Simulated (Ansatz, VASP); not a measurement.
## One calculation of SiO2, two programs

The input POSCAR:

```
SiO2
1.0
    4.2331690000      0.0000000000      0.0000000000
    0.0000000000      4.2331690000      0.0000000000
    0.0000000000      0.0000000000      2.6934950000
Si O
2 4
Direct
    0.5000000000      0.5000000000      0.5000000000
    0.0000000000      0.0000000000      0.0000000000
    0.6931610000      0.6931610000      0.0000000000
    0.1931610000      0.8068390000      0.5000000000
    0.3068390000      0.3068390000      0.0000000000
    0.8068390000      0.1931610000      0.5000000000
```

Contents of INCAR.step1:

```
SYSTEM = SiO2
PREC = Accurate
ENCUT = 520
ISMEAR = 0
SIGMA = 0.1
LREAL = .FALSE.
LASPH = .TRUE.
NELM = 100
NBANDS = 25
GGA = PE
ALGO = Normal
EDIFF = 1E-4
LWAVE = .TRUE.
LCHARG = .FALSE.
```

File INCAR.step2:

```
SYSTEM = SiO2
PREC = Accurate
ENCUT = 520
EDIFF = 1E-6
ISMEAR = 0
SIGMA = 0.1
LREAL = .FALSE.
LASPH = .TRUE.
NELM = 100
ALGO = Normal
ISIF = 2
LWAVE = .FALSE.
LCHARG = .FALSE.
METAGGA = R2SCAN
LMIXTAU = .TRUE.
NBANDS = 25
ISTART = 1
```

Contents of KPOINTS:

```
Automatic mesh
0
G
  4 4 6
  0 0 0
```

Input for Ansatz:

```yaml
crystal:
  lattice:
    - [4.233169, 0.0, 0.0]
    - [0.0, 4.233169, 0.0]
    - [0.0, 0.0, 2.693495]
  atoms:
    - { symbol: Si, position: [0.5, 0.5, 0.5] }
    - { symbol: Si, position: [0.0, 0.0, 0.0] }
    - { symbol: O, position: [0.693161, 0.693161, 0.0] }
    - { symbol: O, position: [0.193161, 0.806839, 0.5] }
    - { symbol: O, position: [0.306839, 0.306839, 0.0] }
    - { symbol: O, position: [0.806839, 0.193161, 0.5] }
basis:
  ecutwfc: 500
kpoints:
  mp_grid: { grid: [4, 4, 6] }
hamiltonian:
  xc: r2scan
scf:
  occupations: { method: gaussian, width: 0.1 }
output:
  forces: true
  stress: true
  eigenvalues: true
```

The cell comes from a database or a generator and needn't be the stable form of this composition.

Alike in both runs: task single point; functional r2SCAN; k mesh 4 × 4 × 6; occupations gaussian, width 0.1 eV; no spin polarisation.

```csv
,VASP,Ansatz
version,VASP 6.6.1,Ansatz 0.2.0
potentials or method,"VASP PAW PBE potentials, release 64 (Si, O)","scalar-relativistic, plane waves, PAW"
plane-wave cutoff (eV),520,500
valence electrons in the cell,32,32
```

|  | VASP | Ansatz | Ansatz less VASP |
| --- | --- | --- | --- |
| gap on the k mesh at the Fermi level (eV) | 5.96 | 5.97 | +0.006 |
| least direct gap on the mesh (eV) | 5.96 | 5.97 | +0.006 |
| pressure (GPa) | -9.3 | -9.6 | -0.35 |
| largest component of the traceless stress (GPa) | 0.68 | 1.26 | +0.576 |
| rms of the force components (eV/Å) | 0.037 | 0.047 | +0.0100 |

Atom by atom the forces differ by 0.010 eV/Å (rms over components).

Caveats: the PAW data sets were made with another functional, which shifts forces and pressure a little (VASP). r2SCAN opens gaps a little over a GGA but as a rule still falls short of measured ones.
